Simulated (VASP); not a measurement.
# KF (F-43m) in VASP: notebook

Aim: see how the results for KF move with the level of theory and the settings. Levels: PBEsol, HSE06. Tasks: single point.

Program: VASP 6.6.1. These are calculated values, not measurements. Logs are shortened: lines on timing, memory, paths and dates and some standing lists are left out, and cuts for length are marked.

## Step 1: The crystal as given

It takes space group F-43m (No. 216, cubic). The conventional cell has a = 5.871 Å, b = 5.871 Å, c = 5.871 Å, α = 90.00°, β = 90.00°, γ = 90.00°. Around K (site symmetry -43m) lie 4 F at 2.54 Å. F (site symmetry -43m) has 4 K at 2.54 Å as nearest neighbours.

The cell was built by a generator and needn't be a form met in nature.

## Step 2: Single point, PBEsol

INCAR reads:

```
  ALGO = Fast
  EDIFF = 1E-6
  ENCUT = 520
  GGA = PS
  ISIF = 2
  ISMEAR = 0
  LASPH = T
  LCHARG = F
  LREAL = F
  LWAVE = F
  NBANDS = 15
  NELM = 100
  PREC = Accurate
  SIGMA = 0.01
```

KPOINTS reads:

```
k-points
0
Gamma
  6 6 6
```

POSCAR reads:

```
KF
1.0
    0.0000000000      2.9354014290      2.9354014290
    2.9354014290      0.0000000000      2.9354014290
    2.9354014290      2.9354014290      0.0000000000
K F
1 1
Direct
    0.0000000000      0.0000000000      0.0000000000
    0.2500000000      0.2500000000      0.2500000000
```

Potentials or basis: VASP PAW PBE potentials, release 64 (K_sv, F).

Launch:

```bash
$ cat potpaw_PBE.64/K_sv/POTCAR potpaw_PBE.64/F/POTCAR > POTCAR
$ mpirun -np 1 vasp_std > vasp.out
```

OUTCAR:

```text
EDIFF = 1E-6
   ENCUT = 520
   GGA = PS
   ISIF = 2
   ISMEAR = 0
   LASPH = T
   LREAL = F
   NELM = 100
   PREC = Accurate

 ion  position               nearest neighbor table
   1  0.000  0.000  0.000-   2 2.54   2 2.54   2 2.54   2 2.54
   2  0.250  0.250  0.250-   1 2.54   1 2.54   1 2.54   1 2.54

  LATTYP: Found a face centered cubic cell.
 ALAT       =     5.8708028580

  Lattice vectors:

 A1 = (   0.0000000000,   2.9354014290,   2.9354014290)
 A2 = (   2.9354014290,   0.0000000000,   2.9354014290)
 A3 = (   2.9354014290,   2.9354014290,   0.0000000000)

Analysis of symmetry for initial positions (statically):
=====================================================================
 Subroutine PRICEL returns:
 Original cell was already a primitive cell.

 Routine SETGRP: Setting up the symmetry group for a
 face centered cubic supercell.

 Subroutine GETGRP returns: Found 24 space group operations
 (whereof 24 operations were pure point group operations)
 out of a pool of 48 trial point group operations.

The static configuration has the point symmetry T_d .

Analysis of symmetry for dynamics (positions and initial velocities):
=====================================================================
 Subroutine PRICEL returns:
 Original cell was already a primitive cell.

 Routine SETGRP: Setting up the symmetry group for a
 face centered cubic supercell.

 Subroutine GETGRP returns: Found 24 space group operations
 (whereof 24 operations were pure point group operations)
 out of a pool of 48 trial point group operations.

The dynamic configuration has the point symmetry T_d .

 Subroutine INISYM returns: Found 24 space group operations
 (whereof 24 operations are pure point group operations),
 and found     1 'primitive' translations

----------------------------------------------------------------------------------------

                                     Primitive cell

  volume of cell :      50.5863

  direct lattice vectors                    reciprocal lattice vectors
     0.000000000  2.935401429  2.935401429    -0.170334454  0.170334454  0.170334454
     2.935401429  0.000000000  2.935401429     0.170334454 -0.170334454  0.170334454
     2.935401429  2.935401429  0.000000000     0.170334454  0.170334454 -0.170334454

  length of vectors
     4.151284512  4.151284512  4.151284512     0.295027929  0.295027929  0.295027929

  position of ions in fractional coordinates (direct lattice)
     0.000000000  0.000000000  0.000000000
     0.250000000  0.250000000  0.250000000

  ion indices of the primitive-cell ions
   primitive index   ion index
                 1           1
                 2           2

----------------------------------------------------------------------------------------

 KPOINTS: k-points

Automatic generation of k-mesh.
 Grid dimensions read from file:
 generate k-points for:    6    6    6

 Generating k-lattice:

  Cartesian coordinates                     Fractional coordinates (reciprocal lattice)
    -0.028389076  0.028389076  0.028389076     0.166666667  0.000000000  0.000000000
     0.028389076 -0.028389076  0.028389076     0.000000000  0.166666667  0.000000000
     0.028389076  0.028389076 -0.028389076     0.000000000  0.000000000  0.166666667

  Length of vectors
     0.049171321  0.049171321  0.049171321

  Shift w.r.t. Gamma in fractional coordinates (k-lattice)
     0.000000000  0.000000000  0.000000000

 Subroutine IBZKPT returns following result:
 ===========================================

 Found     16 irreducible k-points:

 Following reciprocal coordinates:
            Coordinates               Weight
  0.000000  0.000000  0.000000      1.000000
  0.166667  0.000000  0.000000      8.000000
  0.333333  0.000000  0.000000      8.000000
  0.500000  0.000000  0.000000      4.000000
  0.166667  0.166667  0.000000      6.000000
  0.333333  0.166667  0.000000     24.000000
[... 8 lines left out ...]
 -0.333333  0.333333  0.166667     24.000000
 -0.333333  0.500000  0.166667     12.000000
   k-points           NKPTS =     16   k-points in BZ     NKDIM =     16   number of bands    NBANDS=     15
   number of dos      NEDOS =    301   number of ions     NIONS =      2
   total plane-waves  NPLWV =  32768
   dimension x,y,z NGX =    32 NGY =   32 NGZ =   32
   dimension x,y,z NGXF=    64 NGYF=   64 NGZF=   64
   ions per type =               1   1
   NGX,Y,Z   is equivalent  to a cutoff of  12.81, 12.81, 12.81 a.u.
   NGXF,Y,Z  is equivalent  to a cutoff of  25.63, 25.63, 25.63 a.u.
 SYSTEM =  unknown system
   PREC   = accura    normal or accurate (medium, high low for compatibility)
   ISTART =      0    job   : 0-new  1-cont  2-samecut
   ICHARG =      2    charge: 1-file 2-atom 10-const
   ISPIN  =      1    spin polarized calculation?
   LNONCOLLINEAR =      F non collinear calculations
   LSORBIT =      F    spin-orbit coupling
   LASPH  =      T    aspherical Exc in radial PAW
   ENCUT  =  520.0 eV  38.22 Ry    6.18 a.u.   7.72  7.72  7.72*2*pi/ulx,y,z
   NELM   =    100;   NELMIN=  2; NELMDL= -5     # of ELM steps
   EDIFF  = 0.1E-05   stopping-criterion for ELM
   LREAL  =      F    real-space projection
   EDIFFG = 0.1E-04   stopping-criterion for IOM
   NSW    =      0    number of steps for IOM
   IBRION =     -1    ionic relax: 0-MD 1-quasi-New 2-CG
   NFREE  =      0    steps in history (QN), initial steepest desc. (CG)
   ISIF   =      2    stress and relaxation
   ISYM   =      2    0-nonsym 1-usesym 2-fastsym
   POTIM  = 0.5000    time-step for ionic-motion
   TEBEG  =    0.0;   TEEND  =   0.0 temperature during run
   PSTRESS=    0.0 pullay stress
   NELECT =      16.0000    total number of electrons
   NUPDOWN=      -1.0000    fix difference up-down
   EMIN   =  10.00;   EMAX   =-10.00  energy-range for DOS
   EFERMI =   0.00;   METHOD = LEGACY
   ISMEAR =     0;   SIGMA  =   0.01  broadening in eV -4-tet -1-fermi 0-gaus
   EFERMI_NEDOS =   21; number of points for ismear=-14 and -15
   IALGO  =     68    algorithm
   IMIX   =      4    mixing-type and parameters
     AMIX     =   0.40;   BMIX     =  1.00
     AMIX_MAG =   1.60;   BMIX_MAG =  1.00
  volume/ion in A,a.u.               =      25.29       170.69
  Fermi-wavevector in a.u.,A,eV,Ry     =   1.115417  2.107833 16.927763  1.244155
  Thomas-Fermi vector in A             =   2.252022
   LORBIT       =      0    0 simple, 1 ext, 2 COOP (PROOUT), +10 PAW based schemes
   GGA     = PS    functional components
   LHFCALC =     F    Hartree Fock is set to
   AEXX    =    0.0000 exact exchange contribution
   IVDW    =     0    specifies the selected vdW correction
   LEPSILON=     F    determine dielectric tensor
   LRPA    =     F    only Hartree local field effects (RPA)
 non-spin polarized calculation
 RMM-DIIS sequential band-by-band and
 Gauss-broadening in eV      SIGMA  =   0.01
  energy-cutoff  :      520.00
  volume of cell :       50.59
 maximum number of plane-waves:      1380
   NGX = 15   NGY = 15   NGZ = 15

 number of electron      15.9999996 magnetization

 Free energy of the ion-electron system (eV)
  ---------------------------------------------------
  ext. energy  EPLUGINS =         0.00000000
  ---------------------------------------------------
  free energy    TOTEN  =        -8.32274060 eV

  energy without entropy =       -8.32274060  energy(sigma->0) =       -8.32274060

 E-fermi :  -3.6319     XC(G=0):  -7.0689

 val. band max:       -3.7143760669   @ k =  -0.3333   0.5000   0.1667
 cond. band min:       1.4990302507   @ k =   0.0000   0.0000   0.0000
 fundamental gap:      5.2134063176
 Fermi energy:        -3.6318822310

 k-point     1 :       0.0000    0.0000    0.0000
  band No.  band energies     occupation
      1     -29.7605      2.00000
      2     -22.1127      2.00000
      3     -13.2308      2.00000
      4     -13.2308      2.00000
      5     -13.2308      2.00000
      6      -3.9298      2.00000
      7      -3.9298      2.00000
      8      -3.9298      2.00000
      9       1.4990      0.00000
     10       8.0420      0.00000
     11       8.0420      0.00000
     12       8.2026      0.00000
     13       8.2026      0.00000
     14       8.2026      0.00000
     15      13.2024      0.00000

 k-point     2 :       0.1667    0.0000    0.0000
  band No.  band energies     occupation
      1     -29.7499      2.00000
      2     -22.1339      2.00000
      3     -13.2579      2.00000
      4     -13.2433      2.00000
      5     -13.2433      2.00000
      6      -3.9725      2.00000
      7      -3.9051      2.00000
      8      -3.9051      2.00000
      9       2.0401      0.00000
     10       7.6143      0.00000
     11       7.6143      0.00000
     12       7.7420      0.00000
     13       8.6236      0.00000
     14       8.6236      0.00000
     15      11.6035      0.00000

 k-point     3 :       0.3333    0.0000    0.0000
  band No.  band energies     occupation
      1     -29.7285      2.00000
      2     -22.1759      2.00000
      3     -13.3150      2.00000
      4     -13.2681      2.00000
      5     -13.2681      2.00000
      6      -3.9982      2.00000
      7      -3.8580      2.00000
      8      -3.8580      2.00000
      9       3.2972      0.00000
     10       6.6013      0.00000
     11       7.2924      0.00000
     12       7.2924      0.00000
     13       9.0586      0.00000
     14       9.0586      0.00000
     15      10.4526      0.00000

 k-point     4 :       0.5000    0.0000    0.0000
  band No.  band energies     occupation
      1     -29.7178      2.00000
      2     -22.1972      2.00000
      3     -13.3450      2.00000
      4     -13.2804      2.00000
      5     -13.2804      2.00000
      6      -3.9863      2.00000
      7      -3.8356      2.00000
      8      -3.8356      2.00000
      9       4.3670      0.00000
     10       5.5168      0.00000
     11       7.1966      0.00000
     12       7.1967      0.00000
     13       9.2836      0.00000
     14       9.2836      0.00000
     15      10.4406      0.00000
[... 163 lines left out ...]
 k-point    14 :       0.5000    0.3333    0.1667
  band No.  band energies     occupation
      1     -29.7143      2.00000
      2     -22.2034      2.00000
      3     -13.3925      2.00000
      4     -13.3152      2.00000
      5     -13.2109      2.00000
      6      -4.0402      2.00000
      7      -3.8328      2.00000
      8      -3.7770      2.00000
      9       4.0283      0.00000
     10       5.5604      0.00000
     11       7.4480      0.00000
     12       7.8900      0.00000
     13       9.0682      0.00000
     14       9.6747      0.00000
     15      10.8312      0.00000

 k-point    15 :      -0.3333    0.3333    0.1667
  band No.  band energies     occupation
      1     -29.7072      2.00000
      2     -22.2172      2.00000
      3     -13.4275      2.00000
      4     -13.3320      2.00000
      5     -13.1947      2.00000
      6      -3.9770      2.00000
      7      -3.8772      2.00000
      8      -3.7490      2.00000
      9       4.5066      0.00000
     10       5.2592      0.00000
     11       7.3832      0.00000
     12       8.0154      0.00000
     13       9.1663      0.00000
     14       9.8729      0.00000
     15      10.3767      0.00000

 k-point    16 :      -0.3333    0.5000    0.1667
  band No.  band energies     occupation
      1     -29.7037      2.00000
      2     -22.2240      2.00000
      3     -13.4133      2.00000
      4     -13.3618      2.00000
      5     -13.1942      2.00000
      6      -4.0587      2.00000
      7      -3.8157      2.00000
      8      -3.7144      2.00000
      9       4.6457      0.00000
     10       4.8826      0.00000
     11       8.0460      0.00000
     12       8.3720      0.00000
     13       9.5412      0.00000
     14       9.7649      0.00000
     15      10.1370      0.00000

------------------------ aborting loop because EDIFF is reached ----------------------------------------

  FORCE on cell =-STRESS in cart. coord.  units (eV):
  Direction    XX          YY          ZZ          XY          YZ          ZX
  --------------------------------------------------------------------------------------
  -------------------------------------------------------------------------------------
  Total       -0.0727531     -0.0727531     -0.0727531      0.0000000      0.0000000      0.0000000
  in kB       -2.3042485     -2.3042485     -2.3042485      0.0000000      0.0000000      0.0000000
  external PRESSURE =      -2.3042485 kB  Pullay stress =       0.0000000 kB

 VOLUME and BASIS-vectors are now :
 -----------------------------------------------------------------------------
  energy-cutoff  :      520.00
  volume of cell :       50.59
      direct lattice vectors                 reciprocal lattice vectors
     0.000000000  2.935401429  2.935401429    -0.170334454  0.170334454  0.170334454
     2.935401429  0.000000000  2.935401429     0.170334454 -0.170334454  0.170334454
     2.935401429  2.935401429  0.000000000     0.170334454  0.170334454 -0.170334454

 POSITION                                       TOTAL-FORCE (eV/Angst)
 -----------------------------------------------------------------------------------
      0.00000      0.00000      0.00000         0.000000      0.000000      0.000000
      1.46770      1.46770      1.46770        -0.000000     -0.000000     -0.000000
 -----------------------------------------------------------------------------------
    total drift:                               -0.000000     -0.000000     -0.000000

  FREE ENERGIE OF THE ION-ELECTRON SYSTEM (eV)
  ---------------------------------------------------
  free  energy   TOTEN  =        -8.3227406024 eV

  energy  without entropy=       -8.3227406024  energy(sigma->0) =       -8.32274060
```

It took 12 s on 1 thread of AMD EPYC 9R45 (Zen 5), shared host; peak memory 0.14 GiB.

What came out:

* Free energy: -8.3227 eV
* Pressure: -0.2 GPa
* Band gap on the k mesh: 5.21 eV, indirect (least direct gap 5.43 eV)

Levels at points of the mesh, in eV from the valence-band top:
| k point | band 4 | band 5 | band 6 | band 7 | band 8 | band 9 | band 10 | band 11 | band 12 | band 13 |
| --- | --- | --- | --- | --- | --- | --- | --- | --- | --- | --- |
| (0.00, 0.00, 0.00) | -9.52 | -9.52 | -0.22 | -0.22 | -0.22 | 5.21 | 11.76 | 11.76 | 11.92 | 11.92 |
| (0.50, 0.00, 0.00) | -9.57 | -9.57 | -0.27 | -0.12 | -0.12 | 8.08 | 9.23 | 10.91 | 10.91 | 13.00 |
| (0.50, 0.50, 0.00) | -9.64 | -9.54 | -0.46 | 0.00 | 0.00 | 8.34 | 8.40 | 12.29 | 12.92 | 13.03 |

Caveat: the PAW data sets were made with another functional, which shifts forces and pressure a little.

## Step 3: Single point, HSE06

POSCAR is that of step 2.

INCAR.step1 reads:

```
SYSTEM = KF
PREC = Accurate
ENCUT = 520
EDIFF = 1E-5
ISMEAR = 0
SIGMA = 0.01
LREAL = .FALSE.
LASPH = .TRUE.
NELM = 100
ALGO = Normal
ISIF = 2
LWAVE = .TRUE.
LCHARG = .FALSE.
GGA = PE
NBANDS = 15
```

INCAR.step2 reads:

```
SYSTEM = KF
PREC = Accurate
ENCUT = 520
EDIFF = 1E-6
ISMEAR = 0
SIGMA = 0.01
LREAL = .FALSE.
LASPH = .TRUE.
NELM = 100
ALGO = Normal
ISIF = 2
LWAVE = .FALSE.
LCHARG = .FALSE.
GGA = PE
LHFCALC = .TRUE.
HFSCREEN = 0.2079
PRECFOCK = Normal
ISTART = 1
NBANDS = 15
```

KPOINTS reads:

```
Automatic mesh
0
G
  4 4 4
  0 0 0
```

Potentials or basis: VASP PAW PBE potentials, release 64 (K_sv, F).

Launch:

```bash
$ cat potpaw_PBE.64/K_sv/POTCAR potpaw_PBE.64/F/POTCAR > POTCAR
$ cp INCAR.step1 INCAR
$ mpirun -np 1 vasp_std > vasp.out
$ cp INCAR.step2 INCAR
$ mpirun -np 1 vasp_std > vasp.out
```

OUTCAR:

```text
SYSTEM = KF
   PREC = Accurate
   ENCUT = 520
   EDIFF = 1E-6
   ISMEAR = 0
   LREAL = .FALSE.
   LASPH = .TRUE.
   NELM = 100
   ISIF = 2
   GGA = PE
   LHFCALC = .TRUE.
   HFSCREEN = 0.2079
   PRECFOCK = Normal
   ISTART = 1

 ion  position               nearest neighbor table
   1  0.000  0.000  0.000-   2 2.54   2 2.54   2 2.54   2 2.54
   2  0.250  0.250  0.250-   1 2.54   1 2.54   1 2.54   1 2.54

  LATTYP: Found a face centered cubic cell.
 ALAT       =     5.8708028580

[... 323 lines left out ...]

------------------------ aborting loop because EDIFF is reached ----------------------------------------

  FORCE on cell =-STRESS in cart. coord.  units (eV):
  Direction    XX          YY          ZZ          XY          YZ          ZX
  --------------------------------------------------------------------------------------
  -------------------------------------------------------------------------------------
  Total        0.1648860      0.1648860      0.1648860      0.0000000      0.0000000      0.0000000
  in kB        5.2223007      5.2223007      5.2223007      0.0000000      0.0000000      0.0000000
  external PRESSURE =       5.2223007 kB  Pullay stress =       0.0000000 kB

 VOLUME and BASIS-vectors are now :
 -----------------------------------------------------------------------------
  energy-cutoff  :      520.00
  volume of cell :       50.59
      direct lattice vectors                 reciprocal lattice vectors
     0.000000000  2.935401429  2.935401429    -0.170334454  0.170334454  0.170334454
     2.935401429  0.000000000  2.935401429     0.170334454 -0.170334454  0.170334454
     2.935401429  2.935401429  0.000000000     0.170334454  0.170334454 -0.170334454

 POSITION                                       TOTAL-FORCE (eV/Angst)
 -----------------------------------------------------------------------------------
      0.00000      0.00000      0.00000         0.000000      0.000000      0.000000
      1.46770      1.46770      1.46770        -0.000000     -0.000000     -0.000000
 -----------------------------------------------------------------------------------
    total drift:                               -0.000001      0.000000      0.000000

  FREE ENERGIE OF THE ION-ELECTRON SYSTEM (eV)
  ---------------------------------------------------
  free  energy   TOTEN  =        -9.7752572740 eV

  energy  without entropy=       -9.7752572740  energy(sigma->0) =       -9.77525727
```

OSZICAR.step1:

```text
N       E                     dE             d eps       ncg     rms          rms(c)
DAV:   1     0.111976243485E+03    0.11198E+03   -0.77380E+03   240   0.993E+02
DAV:   2    -0.444287756358E+01   -0.11642E+03   -0.10813E+03   324   0.270E+02
DAV:   3    -0.952132871731E+01   -0.50785E+01   -0.50646E+01   310   0.526E+01
DAV:   4    -0.969578041239E+01   -0.17445E+00   -0.17443E+00   338   0.834E+00
DAV:   5    -0.969794983319E+01   -0.21694E-02   -0.21692E-02   346   0.863E-01    0.685E+00
DAV:   6    -0.816217874349E+01    0.15358E+01   -0.46611E+00   268   0.160E+01    0.390E+00
DAV:   7    -0.811768706286E+01    0.44492E-01   -0.12390E-01   263   0.255E+00    0.231E+00
DAV:   8    -0.811573708510E+01    0.19500E-02   -0.78365E-02   261   0.261E+00    0.318E-01
DAV:   9    -0.811924211617E+01   -0.35050E-02   -0.80007E-03   308   0.563E-01    0.146E-01
DAV:  10    -0.812128442140E+01   -0.20423E-02   -0.20793E-03   247   0.386E-01    0.558E-02
DAV:  11    -0.812123435319E+01    0.50068E-04   -0.13349E-04   324   0.940E-02    0.191E-02
DAV:  12    -0.812124387527E+01   -0.95221E-05   -0.24316E-05   261   0.392E-02
   1 F= -.81212439E+01 E0= -.81212439E+01  d E =-.811575E-74
```

Wall time 3.6 min (1 thread of AMD EPYC 9R45 (Zen 5), shared host); peak memory 0.25 GiB.

What came out:

```yaml
Free_energy: -9.7753 eV
Pressure: 0.5 GPa
Band_gap_on_the_k_mesh: 7.03 eV, indirect (least direct gap 7.24 eV)
```

Levels at points of the mesh, in eV from the valence-band top:
| k point | band 5 | band 6 | band 7 | band 8 | band 9 | band 10 | band 11 | band 12 |
| --- | --- | --- | --- | --- | --- | --- | --- | --- |
| (0.00, 0.00, 0.00) | -9.77 | -0.21 | -0.21 | -0.21 | 7.03 | 14.16 | 14.16 | 14.26 |
| (0.50, 0.00, 0.00) | -9.82 | -0.27 | -0.12 | -0.12 | 9.93 | 11.17 | 13.15 | 13.15 |
| (0.50, 0.50, 0.00) | -9.79 | -0.45 | 0.00 | 0.00 | 10.20 | 10.37 | 14.63 | 15.38 |

Caveat: the k mesh is coarse (spacing up to 0.46 Å⁻¹), so the values aren't converged, least of all with exact exchange; the PAW data sets were made with another functional, which shifts forces and pressure a little. A k mesh can miss the band edges.

(Continued in part 2 of 2.)
